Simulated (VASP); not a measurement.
## As: single point with PBE+D3(BJ)

Slab: As, a slab with vacuum.

```
As
1.0
     3.78288    0.00000    0.00000
    -1.89144    3.27607    0.00000
     0.00000    0.00000   28.57424
As
2
Direct
  0.33333 0.66667 0.47748
  0.66667 0.33333 0.52252
```

The slab is cut from a database's or a generator's crystal, which needn't be the stable form of the element.

```yaml
Program: VASP 6.6.1
Task: single point
Functional: PBE
Dispersion: D3(BJ)
Potentials_or_basis: VASP PAW PBE potentials, release 64 (As)
Cutoff: 520 eV
k_mesh: 6 × 6 × 1
Occupations: gaussian, width 0.1 eV
Spin: no spin polarisation
```

```
Largest force              : 0.708 eV/Å
Band gap on the k mesh     : 0.82 eV, indirect (least direct gap 0.84 eV)
Dispersion energy per atom : -0.189 eV
```

Forces on the atoms (eV/Å):
```
As   0.000  0.000 -0.708
As   0.000  0.000  0.708
```

Levels at points of the mesh, in eV from the valence-band top:
```tsv
k point	band 1	band 2	band 3	band 4	band 5	band 6	band 7	band 8	band 9	band 10
(0.00, 0.00, 0.00)	-13.17	-6.85	-0.72	-0.72	-0.02	0.82	2.96	2.96	4.93	5.14
(0.50, 0.00, 0.00)	-11.08	-9.21	-3.13	-2.31	-1.27	1.55	3.52	4.36	6.47	8.02
```

Run time: 52 s on 1 thread of Intel(R) Xeon(R) Platinum 8488C (Sapphire Rapids), with other jobs on the host, peak memory 0.37 GiB.

A hybrid or GW would open this gap; PBE tends to underestimate it.
